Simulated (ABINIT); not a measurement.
# TiB2 (P6/mmm) in ABINIT: further runs

One crystal, TiB2, is run at these levels: revPBE+D4, RPBE+D4, AM05, PBE; tasks: equation of state, band structure.

Program: ABINIT 10.8.3 (patched build). These are calculated values, not measurements. Logs are shortened: lines on timing, memory, paths and dates and some standing lists are left out, and cuts for length are marked. The log counts tension as positive stress, the text compression.

## Step 1: The crystal as given

Symmetry: P6/mmm, No. 191, hexagonal system. The conventional cell has a = 3.029 Å, b = 3.029 Å, c = 3.228 Å, α = 90.00°, β = 90.00°, γ = 120.00°. Ti (site symmetry 6/mmm) is surrounded by 12 B at 2.38 Å. B (site symmetry -6m2) has 3 B at 1.75 Å as nearest neighbours.

## Step 2: Equation of state, revPBE+D4

Contents of run.py:

```python
import json, os
import numpy as np
from ase.eos import EquationOfState
from ase.units import GPa
from ase.calculators.mixing import SumCalculator
from dftd4.ase import DFTD4
from ase.calculators.abinit import Abinit, AbinitProfile
from ase import Atoms

atoms = Atoms(['Ti', 'B', 'B'],
              cell=[[3.0292, 0.0, 0.0], [-1.5146, 2.6233641531, 0.0], [0.0, 0.0, 3.2284]],
              scaled_positions=[[0.0, 0.0, 0.0], [0.6666666667, 0.3333333333, 0.5], [0.3333333333, 0.6666666667, 0.5]],
              pbc=True)

profile = AbinitProfile(command='abinit', pp_paths=[os.path.abspath('pseudos')])
params = dict(
    pps='pawxml', xc='PBE',
    ecut=408.1708,
    pawecutdg=816.3416,
    pawovlp=30,
    kptopt=1,
    ngkpt=[10, 10, 8],
    nshiftk=1,
    shiftk=[0.0, 0.0, 0.0],
    ixc=14,
    nband=13,
    occopt=3,
    tsmear=0.05,
    nstep=100,
    tolvrs=1e-09,
    prtwf=0,
    prtden=0,
)

cell0 = atoms.cell.copy()
volumes, energies = [], []
for i, x in enumerate([0.94, 0.96, 0.98, 1.0, 1.02, 1.04, 1.06]):
    atoms.set_cell(cell0 * x ** (1 / 3), scale_atoms=True)
    atoms.calc = SumCalculator([Abinit(profile=profile, directory=f'v{i}', **params), DFTD4(method='revpbe')])
    volumes.append(atoms.get_volume() / len(atoms))
    dft, disp = atoms.calc.mixer.calcs
    energies.append((dft.get_property('free_energy', atoms) + disp.get_property('energy', atoms)) / len(atoms))
    print(f'{x:5.2f} {volumes[-1]:10.5f} A^3/atom {energies[-1]:14.6f} eV/atom', flush=True)
    json.dump(dict(volumes=volumes, energies=energies), open('results.json', 'w'))
v0, e0, b0 = EquationOfState(volumes, energies, eos='birchmurnaghan').fit()
print(f'V0 {v0:.4f} A^3/atom  E0 {e0:.6f} eV/atom  B0 {b0 / GPa:.2f} GPa')
```

Potentials or basis: JTH PAW PBE v2.0.

Command:

```
$ python run.py
```

Standard output:

```text
0.94    8.03860 A^3/atom    -584.887200 eV/atom
 0.96    8.20963 A^3/atom    -584.889728 eV/atom
 0.98    8.38067 A^3/atom    -584.886271 eV/atom
 1.00    8.55170 A^3/atom    -584.877378 eV/atom
 1.02    8.72274 A^3/atom    -584.863530 eV/atom
 1.04    8.89377 A^3/atom    -584.845305 eV/atom
 1.06    9.06481 A^3/atom    -584.823051 eV/atom
V0 8.1936 A^3/atom  E0 -584.889767 eV/atom  B0 272.42 GPa
```

abinit.in:

```text
ecut 408.1708 eV
ixc 14
kptopt 1
natom 3
nband 13
ngkpt
10 10 8
nshiftk 1
nsppol 1
nstep 100
occopt 3
pawecutdg 816.3416 eV
pawovlp 30
prtden 0
prtwf 0
shiftk
0.0 0.0 0.0
tolvrs 1e-09
tsmear 0.05 eV
#Definition of the unit cell
acell
1.00000000000000 1.00000000000000 1.00000000000000 Angstrom
rprim
3.08861116168138 0.00000000000000 0.00000000000000
-1.54430558084069 2.67481572838356 0.00000000000000
0.00000000000000 0.00000000000000 3.29171803590788
chkprim 0 # Allow non-primitive cells
#Definition of the atom types
ntypat 2
znucl 5 22
#Enumerate different atomic species
typat
 2 1 1
pseudos "./pseudos/B.GGA_PBE-JTH.xml,
./pseudos/Ti.GGA_PBE-JTH.xml"
#Definition of the atoms
xcart
0.00000000000000 0.00000000000000 0.00000000000000
2.91831460268225 1.68488972107349 3.11022278567187
-0.00000000029183 3.36977944265245 3.11022278567187
chkexit 1 # abinit.exit file in the running directory terminates after the current SCF
```

abinit.abo:

```text
.Version 10.8.3 of ABINIT
 Symmetries : space group P6/m m m (#191); Bravais hP (primitive hexag.)
================================================================================
 Values of the parameters that define the memory need of the present run
     intxc =       0    ionmov =       0      iscf =      17    lmnmax =      18
     lnmax =       6     mgfft =      24  mpssoang =       3    mqgrid =    3001
     natom =       3  nloc_mem =       2    nspden =       1   nspinor =       1
    nsppol =       1      nsym =      24    n1xccc =       1    ntypat =       2
    occopt =       3   xclevel =       2
       mpw =         521          nfft =       13824          nkpt =          70
 PAW method is used; the additional fine FFT grid is defined by:
   mgfftf=        32    nfftf =     28800
================================================================================
================================================================================

--------------------------------------------------------------------------------
------------- Echo of variables that govern the present computation ------------
--------------------------------------------------------------------------------
 -outvars: echo values of preprocessed input variables --------
            acell      1.8897261259E+00  1.8897261259E+00  1.8897261259E+00 Bohr
              amu      1.08110000E+01  4.78800000E+01
          chkexit           1
          chkprim           0
             ecut      1.50000002E+01 Hartree
                       outvar_i_n : Printing only first  50 k-points.
              ixc          14
                       outvar_i_n : Printing only first  50 k-points.
         kptrlatt       10    0    0      0   10    0      0    0    8
          kptrlen      4.97635646E+01
            natom           3
            nband          13
            ngfft          24      24      24
          ngfftdg          30      30      32
             nkpt          70
            nstep         100
             nsym          24
           ntypat           2
                       prtocc : prtvol=0, do not print more k-points.
           occopt           3
        pawecutdg      3.00000005E+01 Hartree
          pawovlp      3.0000000000E+01
         pawxcdev           0
           prtden           0
            prtwf           0
            rprim      3.0886111617E+00  0.0000000000E+00  0.0000000000E+00
                      -1.5443055808E+00  2.6748157284E+00  0.0000000000E+00
                       0.0000000000E+00  0.0000000000E+00  3.2917180359E+00
          spgroup         191
           tolvrs      1.00000000E-09
           tsmear      1.83746611E-03 Hartree
            typat      2  1  1
           useylm           1
                       outvars : Printing only first  50 k-points.
           xangst      0.0000000000E+00  0.0000000000E+00  0.0000000000E+00
                       1.5443055808E+00  8.9160524279E-01  1.6458590180E+00
                      -1.7983805547E-17  1.7832104856E+00  1.6458590180E+00
            xcart      0.0000000000E+00  0.0000000000E+00  0.0000000000E+00
                       2.9183146025E+00  1.6848897213E+00  3.1102227858E+00
                      -3.3984467185E-17  3.3697794426E+00  3.1102227858E+00
             xred      0.0000000000E+00  0.0000000000E+00  0.0000000000E+00
                       6.6666666667E-01  3.3333333333E-01  5.0000000000E-01
                       3.3333333333E-01  6.6666666667E-01  5.0000000000E-01
            znucl        5.00000   22.00000

================================================================================

 chkinp: Checking input parameters for consistency.

================================================================================
== DATASET  1 ==================================================================

--- !DatasetInfo
iteration_state: {dtset: 1, }
[... 116 lines left out ...]
    3        1.70617          1.83719685

================================================================================

 ----iterations are completed or convergence reached----

 Mean square residual over all n,k,spin=   33.911E-08; max=  12.140E-05
 reduced coordinates (array xred) for    3 atoms
       0.000000000000      0.000000000000      0.000000000000
       0.666666666667      0.333333333333      0.500000000000
       0.333333333333      0.666666666667      0.500000000000
 rms dE/dt=  1.4191E-28; max dE/dt=  1.3463E-28; dE/dt below (all hartree)
    1       0.000000000000      0.000000000000      0.000000000000
    2       0.000000000000     -0.000000000000      0.000000000000
    3       0.000000000000     -0.000000000000      0.000000000000

 cartesian coordinates (angstrom) at end:
    1      0.00000000000000     0.00000000000000     0.00000000000000
    2      1.54430558084069     0.89160524279452     1.64585901795394
    3     -0.00000000000000     1.78321048558904     1.64585901795394

 cartesian forces (hartree/bohr) at end:
    1      0.00000000000000    -0.00000000000000    -0.00000000000000
    2     -0.00000000000000     0.00000000000000    -0.00000000000000
    3     -0.00000000000000     0.00000000000000    -0.00000000000000
 frms,max,avg= 1.2555966E-29 2.6635227E-29   0.000E+00  0.000E+00  0.000E+00 h/b

 cartesian forces (eV/Angstrom) at end:
    1      0.00000000000000    -0.00000000000000    -0.00000000000000
    2     -0.00000000000000     0.00000000000000    -0.00000000000000
    3     -0.00000000000000     0.00000000000000    -0.00000000000000
 frms,max,avg= 6.4565376E-28 1.3696384E-27   0.000E+00  0.000E+00  0.000E+00 e/A
 length scales=  1.889726125908  1.889726125908  1.889726125908 bohr
              =  1.000000000000  1.000000000000  1.000000000000 angstroms
 Fermi (or HOMO) energy (hartree) =   0.34556   Average Vxc (hartree)=  -0.44614
 Eigenvalues (hartree) for nkpt=  70  k points:
 kpt#   1, nband= 13, wtk=  0.00125, kpt=  0.0000  0.0000  0.0000 (reduced coord)
  -1.75367   -0.88209   -0.87225   -0.87225   -0.13923    0.25630    0.25630    0.26265
   0.27468    0.41143    0.41143    0.47256    0.47256
      occupation numbers for kpt#   1
   2.00000    2.00000    2.00000    2.00000    2.00000    2.00000    2.00000    2.00000
   2.00000    0.00000    0.00000    0.00000    0.00000
 prteigrs : prtvol=0 or 1, do not print more k-points.

--- !EnergyTerms
iteration_state     : {dtset: 1, }
comment             : Components of total free energy in Hartree
kinetic             :  1.12502502698544E+01
hartree             :  1.18751958341000E+01
xc                  : -5.57063889377013E+00
Ewald energy        : -5.03218229183408E+01
psp_core            :  3.32364468581889E+00
local_psp           : -3.52552904372738E+01
PAW spherical_terms :  2.90254513302174E-01
internal            : -6.44084069463092E+01
'-kT*entropy'       : -2.40002217360170E-04
total_energy        : -6.44086469485266E+01
total_energy_eV     : -1.75264856969738E+03
...

--- !EnergyTermsDC
iteration_state     : {dtset: 1, }
comment             : '"Double-counting" decomposition of free energy'
band_energy         : -7.23255855555601E+00
Ewald energy        : -5.03218229183408E+01
psp_core            :  3.32364468581889E+00
xc_dc               : -1.09140245139271E+01
PAW spherical_terms :  7.36350758782526E-01
internal            : -6.44084105432225E+01
'-kT*entropy'       : -2.40002217360170E-04
total_energy_dc     : -6.44086505454399E+01
total_energy_dc_eV  : -1.75264866757438E+03
...

--- !EnergyTermsWithPAWCore
iteration_state     : {dtset: 1, }
comment             : 'Components of total free energy, including PAW core contributions'
Total energy        : -9.03795496599528E+02
Total energy DC     : -9.03795500196442E+02
Total energy (eV)   : -2.45935283453480E+04
Total energy DC (eV): -2.45935284432250E+04
...

 Cartesian components of stress tensor (hartree/bohr^3)
  sigma(1 1)=  3.51426079E-04  sigma(3 2)=  0.00000000E+00
  sigma(2 2)=  3.51426080E-04  sigma(3 1)=  0.00000000E+00
  sigma(3 3)=  2.74876837E-04  sigma(2 1)=  0.00000000E+00

-Cartesian components of stress tensor (GPa)         [Pressure= -9.5886E+00 GPa]
- sigma(1 1)=  1.03393122E+01  sigma(3 2)=  0.00000000E+00
- sigma(2 2)=  1.03393122E+01  sigma(3 1)=  0.00000000E+00
- sigma(3 3)=  8.08715574E+00  sigma(2 1)=  0.00000000E+00

== END DATASET(S) ==============================================================
================================================================================

 -outvars: echo values of variables after computation  --------
            acell      1.8897261259E+00  1.8897261259E+00  1.8897261259E+00 Bohr
           etotal     -6.4408650545E+01
            fcart      1.5377855543E-29 -2.6635227112E-29 -0.0000000000E+00
                      -7.6889277714E-30  1.3317613556E-29 -0.0000000000E+00
                      -7.6889277714E-30  1.3317613556E-29 -0.0000000000E+00
            rprim      3.0886111617E+00  0.0000000000E+00  0.0000000000E+00
                      -1.5443055808E+00  2.6748157284E+00  0.0000000000E+00
                       0.0000000000E+00  0.0000000000E+00  3.2917180359E+00
           strten      3.5142607944E-04  3.5142608006E-04  2.7487683673E-04
                       0.0000000000E+00  0.0000000000E+00  0.0000000000E+00
           xangst      0.0000000000E+00  0.0000000000E+00  0.0000000000E+00
                       1.5443055808E+00  8.9160524279E-01  1.6458590180E+00
                      -1.7983805547E-17  1.7832104856E+00  1.6458590180E+00
             xred      0.0000000000E+00  0.0000000000E+00  0.0000000000E+00
                       6.6666666667E-01  3.3333333333E-01  5.0000000000E-01
                       3.3333333333E-01  6.6666666667E-01  5.0000000000E-01
 Calculation completed.
```

Wall time 2.3 min (1 thread of Arm Neoverse V1, shared host); peak memory 0.11 GiB.

What came out:

```
Equilibrium volume                        : 8.19 Å³/atom
Bulk modulus at fixed shape and positions : 272 GPa
Pressure derivative of the bulk modulus   : 3.9
```

Energy against volume, from the lowest point:
```
volume (Å³/atom)  energy (meV/atom)
           8.039               2.53
           8.210               0.00
           8.381               3.46
           8.552              12.35
           8.723              26.20
           8.894              44.42
           9.065              66.68
```

Caveat: pressures at fixed basis lie under the slope of the energies; the log and the count of SCF iterations are those of the last ABINIT call alone; the cell was scaled at fixed shape and fractional positions, which overstates the stiffness of a crystal with free parameters, most of all of layers and chains; the PAW data sets were made with another functional, which shifts forces and pressure a little; the atomic spheres overlap.

## Step 3: Equation of state, RPBE+D4

run.py, as its differences from that of step 2:

```diff
@@ -24,3 +24,3 @@
     shiftk=[0.0, 0.0, 0.0],
-    ixc=14,
+    ixc=15,
     nband=13,
@@ -38,3 +38,3 @@
     atoms.set_cell(cell0 * x ** (1 / 3), scale_atoms=True)
-    atoms.calc = SumCalculator([Abinit(profile=profile, directory=f'v{i}', **params), DFTD4(method='revpbe')])
+    atoms.calc = SumCalculator([Abinit(profile=profile, directory=f'v{i}', **params), DFTD4(method='rpbe')])
     volumes.append(atoms.get_volume() / len(atoms))
```

Potentials or basis: JTH PAW PBE v2.0.

Command:

```
$ python run.py
```

Wall time 2.3 min (1 thread of Arm Neoverse V1, shared host); peak memory 0.11 GiB.

Results (log left out):

```
Equilibrium volume                        : 8.18 Å³/atom
Bulk modulus at fixed shape and positions : 271 GPa
Pressure derivative of the bulk modulus   : 3.9
```

Energy against volume, from the lowest point:
```
volume (Å³/atom)  energy (meV/atom)
           8.039               2.05
           8.210               0.00
           8.381               3.88
           8.552              13.15
           8.723              27.32
           8.894              45.81
           9.065              68.31
```

Caveat: pressures at fixed basis lie under the slope of the energies; the log and the count of SCF iterations are those of the last ABINIT call alone; the cell was scaled at fixed shape and fractional positions, which overstates the stiffness of a crystal with free parameters, most of all of layers and chains; the PAW data sets were made with another functional, which shifts forces and pressure a little; the atomic spheres overlap.

(Continued in part 2 of 2.)
